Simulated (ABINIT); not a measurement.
An input for ABINIT 10.8.3 (GaN (F-43m)):

```
acell 3*1.0 Angstrom
rprim 
  0.000000000000 2.253500607500 2.253500607500
  2.253500607500 0.000000000000 2.253500607500
  2.253500607500 2.253500607500 0.000000000000
ntypat 2
znucl 31 7
natom 2
typat 1 2
xred 
  0.000000000000 0.000000000000 0.000000000000
  0.750000000000 0.750000000000 0.750000000000
pp_dirpath "pseudos"
pseudos "Ga.upf, N.upf"
ecut 45
ngkpt 4 4 4
nshiftk 1
shiftk 0 0 0
kptopt 1
chksymbreak 0
istwfk *1
occopt 1
irdwfk 1
optdriver 4
nband 81
gwcalctyp 28
ecutsigx 45
symsigma 0
nkptgw 8
kptgw 
  0.0000000000 0.0000000000 0.0000000000
  0.2500000000 0.0000000000 0.0000000000
  0.5000000000 0.0000000000 0.0000000000
  0.2500000000 0.2500000000 0.0000000000
  0.5000000000 0.2500000000 0.0000000000
  -0.2500000000 0.2500000000 0.0000000000
  0.5000000000 0.5000000000 0.0000000000
  -0.2500000000 0.5000000000 0.2500000000
bdgw 
  11 23
  11 23
  11 23
  11 23
  11 23
  11 23
  11 23
  11 23
ecuteps 8.3
irdscr 1
ppmodel 1
irdqps 1
rhoqpmix 0.3
indata_prefix "in"
outdata_prefix "out"
tmpdata_prefix "tmp"
```

```sh
OMP_NUM_THREADS=1 mpirun -n 8 abinit run.abi > log
```

**Question.** Estimate wall time and host memory on 8 MPI ranks of Arm Neoverse V2, shared host.

It took 45 s; on shared hardware allow 23 s to 91 s. Peak host memory was 1.8 GiB.

[Paths, hosts, dates, memory and timing lines, banners, echoed tables and standing remarks are left out of the program output.]

[Logs are printed without paths, hosts, clocks, repeated set-up lines and the standing remarks that a program may print on its own settings, such as how far it seeks lower states.]

[Runs of the session that timed out or met a known fault of the program may be left out.]

[Hosts, paths, dates, database ids (printed as entryN), source tags and the programs' standing remarks are cut or masked in the printed files.]

[G0W0 gaps are taken among the corrected bands and points alone; a level outside them can change the order at an edge.]

[Where Ansatz stands beside ABINIT at settings called matched, ABINIT's density can come from a denser mesh and the files from another edition; pairs whose starting gaps differed by over 0.03 eV were left out, so agreement reads better than it is.]
